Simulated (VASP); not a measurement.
RbBr, 2 atoms in the cell. The structure is cubic, space group Fm-3m (No. 225). The conventional cell has a = 6.854 Å, b = 6.854 Å, c = 6.854 Å, α = 90.00°, β = 90.00°, γ = 90.00°. Around Rb (site symmetry m-3m) lie 6 Br at 3.43 Å. Br (site symmetry m-3m) has 6 Rb at 3.43 Å as nearest neighbours. 

* Program: VASP 6.6.1
* Task: relaxation of cell and atoms
* Functional: PBE
* Potentials or basis: VASP PAW PBE potentials, release 64 (Rb_pv, Br)
* Cutoff: 300 eV
* k mesh: 4 × 4 × 4
* Occupations: gaussian, width 0.03 eV
* Spin: no spin polarisation
* Further INCAR settings: ALGO = Normal; EDIFF = 1e-06; IBRION = 2; EDIFFG = -0.01; NSW = 90; ISIF = 3

Potentials or basis: VASP PAW PBE potentials, release 64 (Rb_pv, Br).

Run with:

```sh
$ cat potpaw_PBE.64/Rb_pv/POTCAR potpaw_PBE.64/Br/POTCAR > POTCAR
$ mpirun -np 1 vasp_std > vasp.out
```

Hardware: 1 thread of Intel(R) Xeon(R) Platinum 8375C CPU @ 2.90GHz (Ice Lake), with other jobs on the host.

Q: Estimate the wall time of this run.

A: It took 15 s on 1 thread of Intel(R) Xeon(R) Platinum 8375C CPU @ 2.90GHz (Ice Lake), on a shared host, peak memory 0.16 GiB. Counts: scf iterations 32, k points 8, ion steps 4.
